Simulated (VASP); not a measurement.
# Cu (Fm-3m) in VASP: relaxation of cell and atoms with PBE

Aim: the relaxation of cell and atoms of Cu with PBE.

Program: VASP 6.6.1. These are calculated values, not measurements. Logs are shortened: lines on timing, memory, paths and dates and some standing lists are left out, and cuts for length are marked.

## (1) Starting point

The structure is cubic, space group Fm-3m (No. 225). Conventional cell: a = 3.630 Å, b = 3.630 Å, c = 3.630 Å, α = 90.00°, β = 90.00°, γ = 90.00°. Around Cu (site symmetry m-3m) lie 12 Cu at 2.57 Å.

The cell was built by a generator and needn't be a form met in nature.

## (2) Relaxation of cell and atoms, PBE

The input, INCAR:

```
SYSTEM = Cu
PREC     = Accurate       ! precision mode
ENCUT    = 600            ! plane-wave cutoff, eV
EDIFF    = 1E-7           ! SCF threshold, eV
ISMEAR   = 1              ! smearing method
SIGMA    = 0.2            ! smearing width, eV
LREAL    = .FALSE.        ! projectors in reciprocal space
LASPH    = .TRUE.         ! aspherical terms in the spheres
NELM     = 60             ! most SCF steps
ALGO     = Normal         ! electronic algorithm
ISIF     = 3              ! what is computed and relaxed
LWAVE    = .FALSE.        ! write WAVECAR
LCHARG   = .FALSE.        ! write CHGCAR
GGA      = PE             ! functional
IBRION   = 2              ! ionic algorithm
NSW      = 40             ! ionic steps
EDIFFG   = -0.01          ! ionic threshold
KPAR     = 4
```

The input, KPOINTS:

```
Automatic mesh
0
G
  16 16 16
  0 0 0
```

The input, POSCAR:

```
Cu
1.0
    0.0000000000      1.8150000000      1.8150000000
    1.8150000000      0.0000000000      1.8150000000
    1.8150000000      1.8150000000      0.0000000000
Cu
1
Direct
    0.0000000000      0.0000000000      0.0000000000
```

Potentials or basis: VASP PAW PBE potentials, release 64 (Cu).

Command:

```sh
$ cat potpaw_PBE.64/Cu/POTCAR > POTCAR
$ mpirun -np 4 vasp_std > vasp.out
```

OUTCAR:

```text
SYSTEM = Cu
   PREC = Accurate
   ENCUT = 600
   EDIFF = 1E-7
   ISMEAR = 1
   LREAL = .FALSE.
   LASPH = .TRUE.
   NELM = 60
   ISIF = 3
   GGA = PE
   IBRION = 2
   NSW = 40
   EDIFFG = -0.01

 ion  position               nearest neighbor table
   1  0.000  0.000  0.000-

  LATTYP: Found a face centered cubic cell.
 ALAT       =     3.6300000000

  Lattice vectors:

 A1 = (   0.0000000000,   1.8150000000,   1.8150000000)
 A2 = (   1.8150000000,   0.0000000000,   1.8150000000)
 A3 = (   1.8150000000,   1.8150000000,   0.0000000000)

Analysis of symmetry for initial positions (statically):
=====================================================================
 Subroutine PRICEL returns:
 Original cell was already a primitive cell.

 Routine SETGRP: Setting up the symmetry group for a
 face centered cubic supercell.

 Subroutine GETGRP returns: Found 48 space group operations
 (whereof 48 operations were pure point group operations)
 out of a pool of 48 trial point group operations.

The static configuration has the point symmetry O_h .

Analysis of symmetry for dynamics (positions and initial velocities):
=====================================================================
 Subroutine PRICEL returns:
 Original cell was already a primitive cell.

 Routine SETGRP: Setting up the symmetry group for a
 face centered cubic supercell.

 Subroutine GETGRP returns: Found 48 space group operations
 (whereof 48 operations were pure point group operations)
 out of a pool of 48 trial point group operations.

The dynamic configuration has the point symmetry O_h .

 Subroutine INISYM returns: Found 48 space group operations
 (whereof 48 operations are pure point group operations),
 and found     1 'primitive' translations

----------------------------------------------------------------------------------------

                                     Primitive cell

  volume of cell :      11.9580

  direct lattice vectors                    reciprocal lattice vectors
     0.000000000  1.815000000  1.815000000    -0.275482094  0.275482094  0.275482094
     1.815000000  0.000000000  1.815000000     0.275482094 -0.275482094  0.275482094
     1.815000000  1.815000000  0.000000000     0.275482094  0.275482094 -0.275482094

  length of vectors
     2.566797616  2.566797616  2.566797616     0.477148983  0.477148983  0.477148983

  position of ions in fractional coordinates (direct lattice)
     0.000000000  0.000000000  0.000000000

  ion indices of the primitive-cell ions
   primitive index   ion index
                 1           1

----------------------------------------------------------------------------------------

 KPOINTS: Automatic mesh

Automatic generation of k-mesh.
 Grid dimensions read from file:
 generate k-points for:   16   16   16

 Generating k-lattice:

  Cartesian coordinates                     Fractional coordinates (reciprocal lattice)
    -0.017217631  0.017217631  0.017217631     0.062500000  0.000000000  0.000000000
     0.017217631 -0.017217631  0.017217631     0.000000000  0.062500000  0.000000000
     0.017217631  0.017217631 -0.017217631     0.000000000  0.000000000  0.062500000

  Length of vectors
     0.029821811  0.029821811  0.029821811

  Shift w.r.t. Gamma in fractional coordinates (k-lattice)
     0.000000000  0.000000000  0.000000000

 Subroutine IBZKPT returns following result:
 ===========================================

 Found    145 irreducible k-points:

 Following reciprocal coordinates:
            Coordinates               Weight
  0.000000  0.000000  0.000000      1.000000
  0.062500  0.000000  0.000000      8.000000
  0.125000  0.000000  0.000000      8.000000
  0.187500  0.000000  0.000000      8.000000
  0.250000  0.000000  0.000000      8.000000
  0.312500  0.000000  0.000000      8.000000
[... 16 lines left out ...]
 -0.125000  0.062500  0.000000     24.000000
 -0.062500  0.062500  0.000000     12.000000
 [... further k-points ...]
   k-points           NKPTS =    145   k-points in BZ     NKDIM =    145   number of bands    NBANDS=      9
   number of dos      NEDOS =    301   number of ions     NIONS =      1
   total plane-waves  NPLWV =  13824
   dimension x,y,z NGX =    24 NGY =   24 NGZ =   24
   dimension x,y,z NGXF=    48 NGYF=   48 NGZF=   48
   ions per type =               1
   NGX,Y,Z   is equivalent  to a cutoff of  15.54, 15.54, 15.54 a.u.
   NGXF,Y,Z  is equivalent  to a cutoff of  31.09, 31.09, 31.09 a.u.
 SYSTEM =  Cu
   PREC   = accura    normal or accurate (medium, high low for compatibility)
   ISTART =      0    job   : 0-new  1-cont  2-samecut
   ICHARG =      2    charge: 1-file 2-atom 10-const
   ISPIN  =      1    spin polarized calculation?
   LNONCOLLINEAR =      F non collinear calculations
   LSORBIT =      F    spin-orbit coupling
   LASPH  =      T    aspherical Exc in radial PAW
   ENCUT  =  600.0 eV  44.10 Ry    6.64 a.u.   5.13  5.13  5.13*2*pi/ulx,y,z
   NELM   =     60;   NELMIN=  2; NELMDL= -5     # of ELM steps
   EDIFF  = 0.1E-06   stopping-criterion for ELM
   LREAL  =      F    real-space projection
   EDIFFG = -.1E-01   stopping-criterion for IOM
   NSW    =     40    number of steps for IOM
   IBRION =      2    ionic relax: 0-MD 1-quasi-New 2-CG
   NFREE  =      1    steps in history (QN), initial steepest desc. (CG)
   ISIF   =      3    stress and relaxation
   ISYM   =      2    0-nonsym 1-usesym 2-fastsym
   POTIM  = 0.5000    time-step for ionic-motion
   TEBEG  =    0.0;   TEEND  =   0.0 temperature during run
   PSTRESS=    0.0 pullay stress
   NELECT =      11.0000    total number of electrons
   NUPDOWN=      -1.0000    fix difference up-down
   EMIN   =  10.00;   EMAX   =-10.00  energy-range for DOS
   EFERMI =   0.00;   METHOD = LEGACY
   ISMEAR =     1;   SIGMA  =   0.20  broadening in eV -4-tet -1-fermi 0-gaus
   EFERMI_NEDOS =   21; number of points for ismear=-14 and -15
   IALGO  =     38    algorithm
   IMIX   =      4    mixing-type and parameters
     AMIX     =   0.40;   BMIX     =  1.00
     AMIX_MAG =   1.60;   BMIX_MAG =  1.00
  volume/ion in A,a.u.               =      11.96        80.70
  Fermi-wavevector in a.u.,A,eV,Ry     =   1.592157  3.008740 34.490258  2.534962
  Thomas-Fermi vector in A             =   2.690585
   LORBIT       =      0    0 simple, 1 ext, 2 COOP (PROOUT), +10 PAW based schemes
   GGA     = PE    functional components
   LHFCALC =     F    Hartree Fock is set to
   AEXX    =    0.0000 exact exchange contribution
   IVDW    =     0    specifies the selected vdW correction
   LEPSILON=     F    determine dielectric tensor
   LRPA    =     F    only Hartree local field effects (RPA)
 conjugate gradient relaxation of ions
 non-spin polarized calculation
 Methfessel and Paxton  Order N= 1 SIGMA  =   0.20
  energy-cutoff  :      600.00
  volume of cell :       11.96
 maximum number of plane-waves:       415
 NGX is ok and might be reduce to    24
   NGX = 11   NGY = 11   NGZ = 11

--------------------------------------- Ionic step        1  -------------------------------------------

 number of electron      10.9999998 magnetization

 Free energy of the ion-electron system (eV)
  ---------------------------------------------------
  ext. energy  EPLUGINS =         0.00000000
  ---------------------------------------------------
  free energy    TOTEN  =        -3.72813476 eV

  energy without entropy =       -3.72843820  energy(sigma->0) =       -3.72823590

------------------------ aborting loop because EDIFF is reached ----------------------------------------

  FORCE on cell =-STRESS in cart. coord.  units (eV):
  Direction    XX          YY          ZZ          XY          YZ          ZX
  --------------------------------------------------------------------------------------
  -------------------------------------------------------------------------------------
  Total        0.0483885      0.0483885      0.0483885     -0.0000000      0.0000000      0.0000000
  in kB        6.4832543      6.4832543      6.4832543     -0.0000000      0.0000000      0.0000000
  external PRESSURE =       6.4832543 kB  Pullay stress =       0.0000000 kB

 VOLUME and BASIS-vectors are now :
 -----------------------------------------------------------------------------
  energy-cutoff  :      600.00
  volume of cell :       11.96
      direct lattice vectors                 reciprocal lattice vectors
     0.000000000  1.815000000  1.815000000    -0.275482094  0.275482094  0.275482094
     1.815000000  0.000000000  1.815000000     0.275482094 -0.275482094  0.275482094
     1.815000000  1.815000000  0.000000000     0.275482094  0.275482094 -0.275482094
[... 36 lines left out ...]
 POSITION                                       TOTAL-FORCE (eV/Angst)
 -----------------------------------------------------------------------------------
      0.00000      0.00000      0.00000         0.000000      0.000000      0.000000
 -----------------------------------------------------------------------------------
    total drift:                               -0.000000      0.000000     -0.000000

  FREE ENERGIE OF THE ION-ELECTRON SYSTEM (eV)
  ---------------------------------------------------
  free  energy   TOTEN  =        -3.7282098246 eV

  energy  without entropy=       -3.7285262601  energy(sigma->0) =       -3.72831530

--------------------------------------- Ionic step        3  -------------------------------------------

 number of electron      10.9999998 magnetization

 Free energy of the ion-electron system (eV)
  ---------------------------------------------------
  ext. energy  EPLUGINS =         0.00000000
  ---------------------------------------------------
  free energy    TOTEN  =        -3.72824103 eV

  energy without entropy =       -3.72855274  energy(sigma->0) =       -3.72834493

 E-fermi :   7.3345     XC(G=0): -12.6275

 val. band max:        7.3324556051   @ k =   0.5000   0.1875   0.0625
 cond. band min:       7.3812611085   @ k =   0.5000   0.3125   0.1250
 fundamental gap:      0.0488055033
 Fermi energy:         7.3344608092

 k-point     1 :       0.0000    0.0000    0.0000
  band No.  band energies     occupation
      1      -1.8452      2.00000
      2       4.4061      2.00000
      3       4.4061      2.00000
      4       4.4061      2.00000
      5       5.2069      2.00000
      6       5.2069      2.00000
      7      29.8362      0.00000
      8      32.3501      0.00000
      9      32.3501      0.00000

 k-point     2 :       0.0625    0.0000    0.0000
  band No.  band energies     occupation
      1      -1.7046      2.00000
      2       4.3768      2.00000
      3       4.4323      2.00000
      4       4.4323      2.00000
      5       5.1966      2.00000
      6       5.1966      2.00000
      7      28.9357      0.00000
      8      30.8937      0.00000
      9      31.9077      0.00000
[... 253 lines left out ...]
 k-point    24 :      -0.0625    0.0625    0.0000
  band No.  band energies     occupation
      1      -1.4722      2.00000
      2       4.3230      2.00000
      3       4.4702      2.00000
      4       4.4833      2.00000
      5       5.1458      2.00000
      6       5.2200      2.00000
      7      27.8377      0.00000
      8      28.8784      0.00000
      9      31.4787      0.00000

 [... further k-points ...]

------------------------ aborting loop because EDIFF is reached ----------------------------------------

  FORCE on cell =-STRESS in cart. coord.  units (eV):
  Direction    XX          YY          ZZ          XY          YZ          ZX
  --------------------------------------------------------------------------------------
  -------------------------------------------------------------------------------------
  Total        0.0020255      0.0020255      0.0020255      0.0000000     -0.0000000     -0.0000000
  in kB        0.2701651      0.2701651      0.2701651      0.0000000     -0.0000000     -0.0000000
  external PRESSURE =       0.2701651 kB  Pullay stress =       0.0000000 kB

 VOLUME and BASIS-vectors are now :
 -----------------------------------------------------------------------------
  energy-cutoff  :      600.00
  volume of cell :       12.01
      direct lattice vectors                 reciprocal lattice vectors
    -0.000000000  1.817715182  1.817715182    -0.275070597  0.275070597  0.275070597
     1.817715182 -0.000000000  1.817715182     0.275070597 -0.275070597  0.275070597
     1.817715182  1.817715182  0.000000000     0.275070597  0.275070597 -0.275070597

 POSITION                                       TOTAL-FORCE (eV/Angst)
 -----------------------------------------------------------------------------------
      0.00000      0.00000      0.00000         0.000000      0.000000      0.000000
 -----------------------------------------------------------------------------------
    total drift:                               -0.000000      0.000000      0.000000

  FREE ENERGIE OF THE ION-ELECTRON SYSTEM (eV)
  ---------------------------------------------------
  free  energy   TOTEN  =        -3.7282410300 eV

  energy  without entropy=       -3.7285527444  energy(sigma->0) =       -3.72834493

 reached required accuracy - stopping structural energy minimisation
```

Wall time 11 s (4 MPI ranks of Intel Xeon 6975P-C (Granite Rapids), shared host); peak memory 0.14 GiB.

What came out:

```
Free energy                            : -3.7282 eV
Relaxed volume                         : 12.01 Å³/atom
Relaxed cell                           : a = 2.571 Å, b = 2.571 Å, c = 2.571 Å, α = 60.00°, β = 60.00°, γ = 60.00°
Space group after relaxing (to 0.05 Å) : Fm-3m (No. 225)
Energy gained by relaxing              : 0.1 meV/atom
Ionic steps                            : 3
Pressure after relaxing                : 0.0 GPa
Band gap on the k mesh                 : none (metal or under the smearing width)
```

Step by step:
```csv
step,energy change (eV),largest force (eV/Å),pressure (GPa),volume (Å³)
1,0.0000,0.0000,0.65,11.96
2,-0.0001,0.0000,-0.33,12.04
3,-0.0001,0.0000,0.03,12.01
```

Final structure:
```
Cu
1.0
     0.00000    1.81772    1.81772
     1.81772    0.00000    1.81772
     1.81772    1.81772    0.00000
Cu
1
Cartesian
  0.0000 0.0000 0.0000
```

Levels at points of the mesh, in eV from the Fermi level:
```csv
k point,band 2,band 3,band 4,band 5,band 6,band 7,band 8,band 9
"(0.00, 0.00, 0.00)",-2.93,-2.93,-2.93,-2.13,-2.13,22.50,25.02,25.02
"(0.50, 0.00, 0.00)",-2.96,-2.96,-1.57,-1.57,-0.91,3.72,21.00,21.85
"(0.50, 0.50, 0.00)",-4.29,-1.59,-1.43,-1.43,1.55,7.04,13.00,13.00
```
